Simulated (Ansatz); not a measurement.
# Si (P6_3/mmc) in Ansatz: settings compared

One crystal, Si, is run at these levels: r2SCAN0, r2SCANh, r2SCAN50, HF; tasks: band structure.

Program: Ansatz 0.2.0. These are calculated values, not measurements. Logs are shortened: lines on timing, memory, paths and dates and some standing lists are left out, and cuts for length are marked.

### Step 1. The structure

Symmetry: P6_3/mmc, No. 194, hexagonal system. Conventional cell: a = 3.831 Å, b = 3.831 Å, c = 6.333 Å, α = 90.00°, β = 90.00°, γ = 120.00°. Si (site symmetry 3m) has 4 Si at 2.35 to 2.37 Å as nearest neighbours.

This isn't the form of Si at room conditions, which is diamond.

### Step 2. Band structure, r2SCAN0

Input file input:

```
crystal:
  lattice:
    - [3.8313174605, 0.0, 0.0]
    - [-1.9156587303, 3.3180182508, 0.0]
    - [0.0, 0.0, 6.3326220002]
  atoms:
    - { symbol: Si, position: [0.6666666667, 0.3333333333, 0.9369905] }
    - { symbol: Si, position: [0.3333333333, 0.6666666667, 0.4369905] }
    - { symbol: Si, position: [0.6666666667, 0.3333333333, 0.5630095] }
    - { symbol: Si, position: [0.3333333333, 0.6666666667, 0.0630095] }
hamiltonian:
  xc: r2scan0
  pseudopotentials: { kind: paw }
kpoints:
  mp_grid: { grid: [4, 4, 2] }
  band_path:
    path:
      - [[0.0, 0.0, 0.0], [0.5, 0.0, 0.0], [0.3333333333, 0.3333333333, 0.0], [0.0, 0.0, 0.0], [0.0, 0.0, 0.5], [0.5, 0.0, 0.5], [0.3333333333, 0.3333333333, 0.5], [0.0, 0.0, 0.5]]
      - [[0.5, 0.0, 0.5], [0.5, 0.0, 0.0]]
      - [[0.3333333333, 0.3333333333, 0.0], [0.3333333333, 0.3333333333, 0.5]]
    npoints: 4
scf:
  occupations: { method: fermi_dirac, width: 0.05 }
  n_extra_bands: 10
output:
  forces: true
  stress: true
  eigenvalues: true
  fatbands: false
  write_density: true
  write_potential: true
  elf: true
  volumetric_format: npy
```

Potentials or basis: Ansatz PAW.

Output:

```text
Warning: output.stress: scf.convergence.dr2_threshold = 1e-7 eV (the SCF's general default) is looser than the 4e-10 eV advised for a printed stress (1e-10 eV for each atom of the cell: 4). What an SCF threshold leaves in a stress goes as its square root, and in the free energy as the threshold itself, and one threshold admits the most on a small cell: of the crystals measured, under no hybrid functional and no lock of the moments, on runs that ended without the residual-converged pass, on stresses that held no estimate of that error, the worst erred by over 100 MPa in a component at 1e-7 eV an atom and by under 5 at 1e-10. Set scf.convergence.dr2_threshold to 4e-10 eV or tighter. The threshold is an SCF's pass mark: one that does not reach it within its budget of iterations ends unconverged, or closes short of it on a stop that the run arms, and scf.convergence.dr2_threshold's page says what that costs each kind of run
Warning: output.stress: scf.exx.energy_threshold = 1e-6 eV is looser than the 4e-8 eV advised for a stress under a hybrid functional (1e-8 eV for each atom of the cell: 4). Every SCF of the exchange loop can meet its threshold on dr2 while the loop round them stops early: no threshold on dr2 bounds what that leaves in the stress. Set scf.exx.energy_threshold to 4e-8 eV or tighter. The threshold is the loop's pass mark: a loop that does not reach it within its budget of cycles ends unconverged, and scf.exx.energy_threshold's page has the law
scf.n_extra_bands = 10 over 8 filled bands (N_el = 16.0): the run solves 18 bands
GPUs: using 1 of 1 available (devices: 1).
Engine: ansatz 0.2.0, x86_64-unknown-linux-gnu
Pseudopotentials: kind: paw
Pseudopotential: Si, paw, valence charge 4, recommended cutoff 500 eV (meta_gga), Si.paw.azcp
Functional definition: r2SCAN0
  parameter a = 0.25
  parameter k0 = 0.174
  parameter k1 = 0.065
  parameter a1 = 4.9479
  exchange = (1 - a)*r2scan_x(k0 = k0, k1 = k1, a1 = a1) + a*exact_x
  correlation = r2scan_c
device memory: the entry about to start is reckoned to put 1.1 GiB on a device that reports 68.9 GiB free (of which the cap on the GPU budget leaves the run 18.0 GiB)
GPU FFT provider: cuFFT
GPU libraries: cuBLAS 13.8.2, cuFFT 12.4.0, cuSOLVER 12.3.4
Crystal: 4 atoms, lattice volume = 80.503 Å³
Basis set: ecut = 500 eV, 2033 PW (Γ), exchange–correlation on 120×120×192 points (64 copies of the dense FFT grid, shifted against one another)
Bands: 18, of which v1, the nominal top of the filled ones, is band 8 counted from 1 (7 counted from 0)
Symmetry: 24 space group operations
Space group: P63/mmc (ITA 194), of the structure as read, at distance tolerance 4.3e-5 Å
k-points: 8 of 32
Non-local potential: Si, projectors of the file, l = 0: 2, l = 1: 2, l = 2: 2
PAW form: soft (Blöchl's): semilocal exchange-correlation on the pseudo side does not see the compensation charge
PAW frozen core: Si, regenerated for the run's functional, and the local potential with it (the file was generated under x = pbe(κ = 0.804, μ = 0.2195149727645171), c = pbe(β = 0.06672455060314922))
PAW one-centre angular grid: Si, 302 points (default); XC on 160 Gauss nodes
Initial density: superposition of atomic densities (neutral atoms: chi_scale 0, normalization atom), corrected by the library's trained network
Initial wavefunctions: pseudopotential atomic-orbital guess
GPU buffer pool allocated for 43200 grid points (all kernels)
[... 39 lines left out ...]
preconditioner: auto → none  [insulator: Δε(μ)=1.760 eV  Ē_g=12.792 eV  σ=0.050 eV  W_gap=1.00  n_scr=10 (ndim 8)  ℏωp=16.6 eV  f_vac=0.000  D(μ)=0.00/eV (n_scr^D=0)]
SCF iter   2: F=—  HF=-2555.355338 eV  |F-HF|=—  |Δ(HF+E_count)|=   1.42e-7  Δρ=5.07e-6  dr2=1.77e-8  dr2_τ=2.56e-10  ethr=7.91e-10  ⟨swp⟩=3.8  Hψ=271  notcnv=0
SCF iter   3: F=—  HF=-2555.355338 eV  |F-HF|=—  |Δ(HF+E_count)|=   4.59e-9  Δρ=1.99e-6  dr2=1.81e-9  dr2_τ=3.25e-11  ethr=1.04e-10  ⟨swp⟩=3.1  Hψ=234  notcnv=0  defer=8
SCF iter   4: F=-2555.355338 eV  HF=-2555.355338 eV  |F-HF|=3.64e-12  |Δ(HF+E_count)|=   6.06e-9  Δρ=3.21e-7  dr2=8.48e-11  dr2_τ=7.64e-13  ethr=5.84e-12  ⟨swp⟩=4.9  Hψ=392  notcnv=0  defer=2
SCF 3 converged in 4 iterations: F = -2555.355338 eV  dr2 = 8.48e-11
  Residual-converged pass: ⟨swp⟩=3.0  Hψ=231  notcnv=0  max |occ|·‖R‖ = 5.9e-7 eV (tolerance 6.3e-7 eV)  dr2=8.55e-11  dr2_τ=7.71e-13  dr2_onsite=3.49e-12  max |Δocc| = 1.1e-21
hybrid outer 2: dexx = +2.089e-7 eV, tail = 5.13e-10 eV, Δε = 1.04e-3 eV (about 1.61e-5 eV left of the loop's levels), ΔF = 1.51e-4 eV/Å (tail 2.43e-5)
device memory: the entry about to start is reckoned to put 0.6 GiB on a device that reports 64.7 GiB free (of which the cap on the GPU budget leaves the run 18.0 GiB)
NSCF: frozen V_eff on 39 k-points, pencils in batches of 32, up to order 80
hybrid SCF converged: 2 outer / 10 inner (+4 warm-up), last move |dexx| = 2.09e-7 eV, tail = 5.13e-10 eV
Stability not checked: this state was not tested for a lower state beside it, because the functional holds exact exchange (a hybrid, or Hartree-Fock), whose exchange loop this test does not read (fock_operator; see scf.lower_state_search)
Free energy (F): -2555.355338 eV
Frozen-core exchange: fock
Harris-Foulkes:  -2555.355338 eV  (|F-HF|=3.64e-12)
Internal energy: -2555.355338 eV  (E = F + TS)
E sigma→0 (E₀):  -2555.355338 eV
Fermi energy:    6.630489 eV
--- Per-component energies (eV) ---
  E_band       = -4.342874
  E_kinetic    = 162.405802
  E_local      = -108.042226  (includes V_loc(G=0)·N_el)
  E_nonlocal   = 98.980583
  E_hartree    = 30.831140
  E_xc         = -160.847947
  E_vxc        = -152.746528  (∫ρ·V_xc dr)
  E_exx        = -28.860037  (= α·E_x^exact, valence–valence)
  E_paw        = -2093.731374  (= ΣΔE_a)
  E_vpaw       = -13.538362  (= ΣTr[D̂ρ^β])
  E_aug_tail   = 0.000017  (compensation charges beyond the density's cutoff)
  E_vtau       = 4.655639  (kinetic-family band-sum trace: ∫τ·v_τ [+ j·A + Jᵃ·Aᵃ] dr)
  E_ewald      = -455.656753
  E_core_change = -0.434542  (= ΣΔE_core)
  E_smearing   = -0.000000  (= −TS)
  E_closure    = 0.000000  (closes the sum)
  Σ components = -2555.355338   (vs F -2555.355338, Δ=0.00e0)
--- Forces (eV/Å), atoms counted from 1 ---
  atom   1  Si    -0.00000000    -0.00000000     0.07892829
  atom   2  Si     0.00000000     0.00000000     0.07892829
  atom   3  Si    -0.00000000    -0.00000000    -0.07892829
  atom   4  Si     0.00000000     0.00000000    -0.07892829
  max |Σ_I F_I| component: 2.78e-17 eV/Å
--- Stress (GPa, compression-positive) ---
       -0.103498       0.000000       0.000000
        0.000000      -0.103498       0.000000
        0.000000       0.000000      -1.078165
  P = ⅓ Tr σ = -0.4284 GPa (-4.284 kbar)
--- Band table (eV; the first three rows and the last of 8) ---
  k-point 0: bands = ["-8.2183", "-5.6016", "-2.5097", "4.0057", "4.0057", "5.4275", "5.7608", "5.7608", "8.3423", "9.2236", "9.2236", "9.6699", "11.2558", "11.6486", "11.6486", "13.4676", "13.4676", "14.7906"]
  k-point 1: bands = ["-7.3149", "-7.3149", "0.9941", "0.9941", "4.6994", "4.6994", "4.6994", "4.6994", "9.1652", "9.1652", "10.3203", "10.3203", "10.3203", "10.3203", "14.7366", "14.7366", "15.8073", "15.8073"]
  k-point 2: bands = ["-7.4026", "-4.7582", "-2.2855", "0.7559", "2.2320", "2.9403", "4.2752", "4.7687", "8.1843", "10.3961", "10.4979", "10.5329", "10.9426", "12.7142", "13.6321", "14.2099", "14.4597", "15.2633"]
  k-point 7: bands = ["-5.0676", "-5.0676", "-1.8834", "-1.8834", "1.3633", "1.3633", "3.2187", "3.2187", "9.0526", "9.0526", "11.4839", "11.4839", "12.0553", "12.0553", "12.9711", "12.9711", "18.1101", "18.1101"]
```

rho_z.tsv:

```text
# z_ang	rho[e/angstrom^3]
# format = ansatz-planar-average/11
# lattice	3.831317461	0.000000000	0.000000000
# lattice	-1.915658730	3.318018251	0.000000000
# lattice	0.000000000	0.000000000	6.332622000
# sites	4
# site	14	1.915658730	1.106006084	5.933606654
# site	14	-0.000000000	2.212012167	2.767295654
# site	14	1.915658730	1.106006084	3.565326346
# site	14	-0.000000000	2.212012167	0.399015346
0.000000	3.147986e-1
0.131930	3.073788e-1
0.263859	2.868318e-1
0.395789	2.579305e-1
0.527719	2.270923e-1
0.659648	1.999106e-1
[... 40 lines left out ...]
6.068763	2.868318e-1
6.200692	3.073788e-1
```

It took 15 s on 1 × NVIDIA H100 80GB HBM3 with 2 threads of AMD EPYC 7R13 (Zen 3), shared host; peak memory 1.6 GiB.

What came out:

| Item | Value |
| --- | --- |
| Free energy | -2555.3553 eV |
| Pressure | -0.4 GPa |
| Largest force | 0.079 eV/Å |
| Band gap on the k mesh | 1.76 eV, indirect (least direct gap 2.58 eV) |
| Band gap along the path | 1.76 eV, indirect (least direct gap 2.58 eV) |

Forces in eV/Å, atoms in the order of the input:
```
Si   0.000  0.000  0.079
Si   0.000  0.000  0.079
Si   0.000  0.000 -0.079
Si   0.000  0.000 -0.079
```

Levels at the corners of the path, in eV from the valence-band top:
```
point  band 4  band 5  band 6  band 7  band 8  band 9  band 10  band 11  band 12  band 13
    Γ   -1.76   -1.76   -0.33    0.00    0.00    2.58     3.46     3.46     3.91     5.50
    M   -6.81   -5.31   -3.52   -3.29   -1.66    1.76     3.94     4.47     4.69     6.27
    K   -7.50   -5.91   -4.04   -4.04   -3.81    2.11     7.13     7.36     7.36     7.49
    Γ   -1.76   -1.76   -0.33    0.00    0.00    2.58     3.46     3.46     3.91     5.50
    A   -4.77   -1.06   -1.06   -1.06   -1.06    3.40     3.40     4.56     4.56     4.56
    L   -8.31   -2.78   -2.78   -2.76   -2.76    2.32     2.32     3.11     3.11     7.51
    H   -8.48   -5.10   -5.10   -2.25   -2.25    3.04     3.04     5.19     5.19     8.07
    A   -4.77   -1.06   -1.06   -1.06   -1.06    3.40     3.40     4.56     4.56     4.56
    L   -8.31   -2.78   -2.78   -2.76   -2.76    2.32     2.32     3.11     3.11     7.51
    M   -6.81   -5.31   -3.52   -3.29   -1.66    1.76     3.94     4.47     4.69     6.27
    K   -7.50   -5.91   -4.04   -4.04   -3.81    2.11     7.13     7.36     7.36     7.49
    H   -8.48   -5.10   -5.10   -2.25   -2.25    3.04     3.04     5.19     5.19     8.07
```

Caveat: the k mesh is coarse (spacing up to 0.50 Å⁻¹), so the values aren't converged, least of all with exact exchange; the PAW data sets come from PBE, with cores solved anew for the run's functional, which leaves a small shift of forces and pressure; the thresholds are loose for stress.

[end of part 1 of 2]
